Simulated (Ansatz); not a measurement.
# Ga under changes of volume

One of the cells (17.718 Å³/atom); the others are scaled copies at fixed shape and fractional positions:

```
CELL_PARAMETERS angstrom
-1.38440 1.38440 2.31122
1.38440 -1.38440 2.31122
1.38440 1.38440 -2.31122
ATOMIC_POSITIONS crystal
Ga 0.00000 0.00000 0.00000
```

This isn't the form of Ga at room conditions, which is orthorhombic.

| Item | Value |
| --- | --- |
| Program | Ansatz 0.2.0 |
| Functional | PBEsol |
| Potentials or basis | Ansatz PAW |
| Cutoff | 420 eV (not typed: the program's choice for these potentials) |
| k mesh | 13 × 13 × 13 |
| Occupations | fermi-dirac, width 0.05 eV |
| Spin | no spin polarisation |

| volume (Å³/atom) | energy over the lowest point (meV/atom) | pressure (GPa) |
| --- | --- | --- |
| 16.655 | ? | ? |
| 17.010 | 4.41 | 2.5 |
| 17.364 | 0.65 | 1.0 |
| 17.718 | 0.00 | -0.3 |
| 18.073 | 2.10 | -1.5 |
| 18.427 | 6.62 | -2.5 |
| 18.781 | 13.20 | -3.3 |

**Question.** What does the run at 16.655 Å³/atom give?

**Answer.** Energy over the lowest point 11.66 meV/atom; pressure 4.1 GPa.

Worked out: A Birch-Murnaghan fit of order 3 (a polynomial in V^(-2/3)) to the other rows has its minimum at 17.62 Å³/atom with B0 = V·E''(V) = 64 GPa and B' = 5.6 at fixed shape and positions, which overstates the stiffness. It gives 11.78 meV/atom at 16.655 Å³/atom, against the run's 11.66, and -dE/dV = 4.2 GPa, against 4.1.

Energies are extrapolated to zero smearing.

Caveats: the PAW data sets come from PBE, with cores solved anew for the run's functional, which leaves a small shift of forces and pressure.
